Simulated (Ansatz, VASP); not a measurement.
**Two plane-wave programs on KF**

POSCAR

```
KF
1.0
    0.0000000000      2.7102370908      2.7102370908
    2.7102370908      0.0000000000      2.7102370908
    2.7102370908      2.7102370908      0.0000000000
K F
1 1
Direct
    0.0000000000      0.0000000000      0.0000000000
    0.5000000000      0.5000000000      0.5000000000
```

Contents of INCAR.step1:

```
SYSTEM = KF
ALGO = Normal ; EDIFF = 1E-4
ENCUT = 520 ; GGA = PE
ISMEAR = 0 ; LASPH = .True.
LCHARG = .False. ; LREAL = .False.
LWAVE = .True. ; NBANDS = 15
NELM = 100 ; PREC = Accurate
SIGMA = 0.02
```

Contents of INCAR.step2:

```
SYSTEM = KF
ALGO = Normal ; EDIFF = 1E-6
ENCUT = 520 ; ISIF = 2
ISMEAR = 0 ; ISTART = 1
LASPH = .True. ; LCHARG = .True.
LELF = .True. ; LMIXTAU = .True.
LREAL = .False. ; LVHAR = .True.
LWAVE = .False. ; METAGGA = R2SCAN
NBANDS = 15 ; NELM = 100
PREC = Accurate ; SIGMA = 0.02
```

KPOINTS

```
k-points
0
Gamma
  8 8 8
  0 0 0
```

Input for Ansatz:

```yaml
crystal:
  lattice:
    - [0.0, 2.7102370908, 2.7102370908]
    - [2.7102370908, 0.0, 2.7102370908]
    - [2.7102370908, 2.7102370908, 0.0]
  atoms:
    - { symbol: K, position: [0.0, 0.0, 0.0] }
    - { symbol: F, position: [0.5, 0.5, 0.5] }
basis:
  ecutwfc: 500
kpoints:
  mp_grid: { grid: [8, 8, 8] }
  band_path:
    path:
      - [[0.0, 0.0, 0.0], [0.5, 0.0, 0.5], [0.625, 0.25, 0.625]]
      - [[0.375, 0.375, 0.75], [0.0, 0.0, 0.0], [0.5, 0.5, 0.5], [0.5, 0.25, 0.75], [0.5, 0.0, 0.5]]
    npoints: 14
hamiltonian:
  xc: r2scan
scf:
  occupations: { method: gaussian, width: 0.02 }
  n_extra_bands: 6
output:
  forces: true
  stress: true
  eigenvalues: true
  populations: true
  dos: { projected: true, de: 0.02, nscf_kmesh: { grid: [12, 12, 12] } }
  bader: true
  write_density: true
  write_potential: true
  elf: true
  volumetric_format: npy
```

Alike in both runs: task single point; functional r2SCAN; k mesh 8 × 8 × 8; occupations gaussian, width 0.02 eV; no spin polarisation.

|  | VASP | Ansatz |
| --- | --- | --- |
| version | VASP 6.6.1 | Ansatz 0.2.0 |
| potentials or method | VASP PAW PBE potentials, release 64 (K_sv, F) | scalar-relativistic, plane waves, PAW |
| plane-wave cutoff (eV) | 520 | 500 |
| valence electrons in the cell | 16 | 16 |

|  | VASP | Ansatz | Ansatz less VASP |
| --- | --- | --- | --- |
| gap on the k mesh at the Fermi level (eV) | 6.61 | 6.61 | +0.001 |
| least direct gap on the mesh (eV) | 6.61 | 6.61 | +0.001 |
| pressure (GPa) | -1.8 | -1.8 | +0.05 |

The functional is the same, so the differences come from potentials, cutoffs and numerics.

Caveats: the PAW data sets were made with another functional, which shifts forces and pressure a little (VASP). A k mesh can miss the band edges.
